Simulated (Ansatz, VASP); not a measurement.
**Pb: VASP beside Ansatz**

INCAR

```
SYSTEM = Pb
ALGO = Fast
EDIFF = 1E-6
ENCUT = 520
GGA = PE
ISIF = 2
ISMEAR = 0
LASPH = .True.
LCHARG = .False.
LREAL = .False.
LWAVE = .False.
NBANDS = 13
NELM = 60
PREC = Accurate
SIGMA = 0.05
```

KPOINTS

```
k-points
0
Gamma
  12 12 12
  0 0 0
```

POSCAR

```
Pb
1.0
   -1.9796595667      1.9796595667      1.9796595667
    1.9796595667     -1.9796595667      1.9796595667
    1.9796595667      1.9796595667     -1.9796595667
Pb
1
Direct
    0.0000000000      0.0000000000      0.0000000000
```

Input for Ansatz:

```yaml
crystal:
  lattice:
    - [-1.9796595667, 1.9796595667, 1.9796595667]
    - [1.9796595667, -1.9796595667, 1.9796595667]
    - [1.9796595667, 1.9796595667, -1.9796595667]
  atoms:
    - { symbol: Pb, position: [0.0, 0.0, 0.0] }
basis:
  ecutwfc: 420
  fft_grid_basis: typed
kpoints:
  mp_grid: { grid: [12, 12, 12] }
hamiltonian:
  xc: pbe
  pseudopotentials: { kind: paw }
scf:
  occupations: { method: gaussian, width: 0.05 }
output:
  forces: true
  stress: true
  eigenvalues: true
  bader: true
  write_density: true
  volumetric_format: npy
  elf: true
```

This isn't the form of Pb at room conditions, which is fcc.

Alike in both runs: task single point; functional PBE; k mesh 12 × 12 × 12; occupations gaussian, width 0.05 eV; no spin polarisation.

|  | VASP | Ansatz |
| --- | --- | --- |
| version | VASP 6.6.1 | Ansatz 0.2.0 |
| potentials or method | VASP PAW PBE potentials, release 64 (Pb_d) | scalar-relativistic, plane waves, PAW |
| plane-wave cutoff (eV) | 520 | 420 |
| valence electrons in the cell | 14 | 14 |

```csv
,VASP,Ansatz,Ansatz less VASP
gap on the k mesh at the Fermi level (eV),none,none,-
pressure (GPa),1.2,1.2,+0.03
```

A gap of «none» marks a metal or a gap that the smearing closes. The functional is the same, so the differences come from potentials, cutoffs and numerics.

The runs have no spin-orbit coupling, so splittings on Pb are missing.
